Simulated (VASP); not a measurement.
These are LDA (Ceperley-Alder, Perdew-Zunger), VASP's LDA PAW potentials (set 64) (plane waves; VASP) values and carry that method's errors.

VASP ran on this input.

**INCAR**
```
SYSTEM = ZrO2
PREC = Accurate
ENCUT = 620
EDIFF = 1E-6
NELM = 100
ALGO = Normal
LREAL = .FALSE.
LASPH = .TRUE.
ISMEAR = 0
SIGMA = 0.05
LMAXMIX = 4
LWAVE = .FALSE.
LCHARG = .FALSE.
IBRION = 2
ISIF = 3
NSW = 40
EDIFFG = -0.02
PSTRESS = 50
```

### POSCAR
```
ZrO2
1
    0.0000000000     2.5000581600     2.5000581600
    2.5000581600    -0.0000000000     2.5000581600
    2.5000581600     2.5000581600    -0.0000000000
Zr O
1 2
Direct
  0.0000000000   0.0000000000   0.0000000000
  0.2500000000   0.2500000000   0.2500000000
  0.7500000000   0.7500000000   0.7500000000
```

**KPOINTS**
```
Regular mesh
0
G
 8 8 8
```

POTCAR, in this order: Zr_sv O (LDA.64 set). Program: vasp_std.

Output of the run:

### OSZICAR
```
       N       E                     dE             d eps       ncg     rms          rms(c)
DAV:   1     0.215353515307E+03    0.21535E+03   -0.16098E+04   928   0.177E+03
DAV:   2    -0.275179566750E+02   -0.24287E+03   -0.23851E+03  1168   0.415E+02
DAV:   3    -0.371849722562E+02   -0.96670E+01   -0.96563E+01  1392   0.844E+01
DAV:   4    -0.374547346137E+02   -0.26976E+00   -0.26971E+00  1264   0.106E+01
DAV:   5    -0.374577395939E+02   -0.30050E-02   -0.30050E-02  1312   0.106E+00    0.282E+01
DAV:   6    -0.315163987821E+02    0.59413E+01   -0.34054E+01  1008   0.466E+01    0.119E+01
DAV:   7    -0.314212916393E+02    0.95107E-01   -0.13539E+00  1256   0.978E+00    0.738E+00
DAV:   8    -0.313652907180E+02    0.56001E-01   -0.16211E-01  1232   0.413E+00    0.409E-01
DAV:   9    -0.313642242937E+02    0.10664E-02   -0.17225E-02  1192   0.940E-01    0.312E-01
DAV:  10    -0.313642348002E+02   -0.10506E-04   -0.43538E-03  1184   0.658E-01    0.147E-01
DAV:  11    -0.313642245857E+02    0.10215E-04   -0.12902E-03  1144   0.307E-01    0.116E-01
DAV:  12    -0.313641741133E+02    0.50472E-04   -0.24070E-04  1144   0.122E-01    0.566E-03
DAV:  13    -0.313641742850E+02   -0.17173E-06   -0.66232E-06  1072   0.232E-02
   1 F= -.30388871E+02 E0= -.30388871E+02  d E =-.303889E+02
```

**OUTCAR**
```
------------------------ aborting loop because EDIFF is reached ----------------------------------------
  FORCE on cell =-STRESS in cart. coord.  units (eV):
  Direction    XX          YY          ZZ          XY          YZ          ZX
  --------------------------------------------------------------------------------------
  Total        0.9707190      0.9707190      0.9707190      0.0000000      0.0000000     -0.0000000
  in kB       49.7649722     49.7649722     49.7649722      0.0000000      0.0000000     -0.0000000
  external PRESSURE =      -0.2350278 kB  Pullay stress =      50.0000000 kB
  volume of cell :       31.25
      direct lattice vectors                 reciprocal lattice vectors
     0.000000000  2.500058160  2.500058160    -0.199995347  0.199995347  0.199995347
     2.500058160  0.000000000  2.500058160     0.199995347 -0.199995347  0.199995347
     2.500058160  2.500058160  0.000000000     0.199995347  0.199995347 -0.199995347
 POSITION                                       TOTAL-FORCE (eV/Angst)
 -----------------------------------------------------------------------------------
      0.00000      0.00000      0.00000         0.000000     -0.000000      0.000000
      1.25003      1.25003      1.25003        -0.000000      0.000000     -0.000000
      3.75009      3.75009      3.75009        -0.000000     -0.000000     -0.000000
 -----------------------------------------------------------------------------------
    total drift:                                0.000000     -0.000000      0.000000
  FREE ENERGIE OF THE ION-ELECTRON SYSTEM (eV)
  ---------------------------------------------------
  free  energy   TOTEN  =       -31.3641742850 eV

  energy  without entropy=      -31.3641742850  energy(sigma->0) =      -31.36417429
  enthalpy is  TOTEN    =       -30.3888708506 eV   P V=        0.9753034344

 reached required accuracy - stopping structural energy minimisation
```
(Selected blocks of OUTCAR.)

**OUTCAR**
```
 val. band max:        7.5635038741   @ k =   0.5000   0.5000   0.0000

 cond. band min:      10.9348907629   @ k =   0.0000   0.0000   0.0000


 Fermi energy:         7.8601206041

 k-point     1 :       0.0000    0.0000    0.0000
  band No.  band energies     occupation
      1     -39.9297      2.00000
      2     -17.9217      2.00000
      3     -17.9217      2.00000
      4     -17.9217      2.00000
      5     -10.6201      2.00000
      6      -7.7485      2.00000
      7       1.9587      2.00000
      8       1.9587      2.00000
      9       1.9587      2.00000
     10       7.0028      2.00000
     11       7.0028      2.00000
     12       7.0028      2.00000
     13      10.9349      0.00000
     14      10.9349      0.00000
     15      14.3519      0.00000
     16      17.6166      0.00000

 k-point     2 :       0.1250    0.0000    0.0000
  band No.  band energies     occupation
      1     -39.9203      2.00000
      2     -18.0708      2.00000
      3     -17.9353      2.00000
      4     -17.9353      2.00000
      5     -10.3590      2.00000
      6      -7.9361      2.00000
      7       2.1210      2.00000
      8       2.1210      2.00000
      9       2.4324      2.00000
     10       6.6286      2.00000
     11       6.6920      2.00000
     12       6.6920      2.00000
     13      11.2676      0.00000
     14      11.2676      0.00000
     15      14.8111      0.00000
     16      17.0230      0.00000

 k-point     3 :       0.2500    0.0000    0.0000
  band No.  band energies     occupation
      1     -39.8973      2.00000
      2     -18.3997      2.00000
      3     -17.9677      2.00000
      4     -17.9677      2.00000
      5      -9.8212      2.00000
      6      -8.2432      2.00000
      7       2.5146      2.00000
      8       2.5146      2.00000
      9       3.5245      2.00000
     10       5.8837      2.00000
     11       6.1707      2.00000
     12       6.1707      2.00000
     13      11.7395      0.00000
...
```

The compound is ZrO2 in the fluorite structure, the high-temperature cubic form, which is unstable at 0 K; the monoclinic form is the stable one. It was relaxed first under an external pressure of 5 GPa.
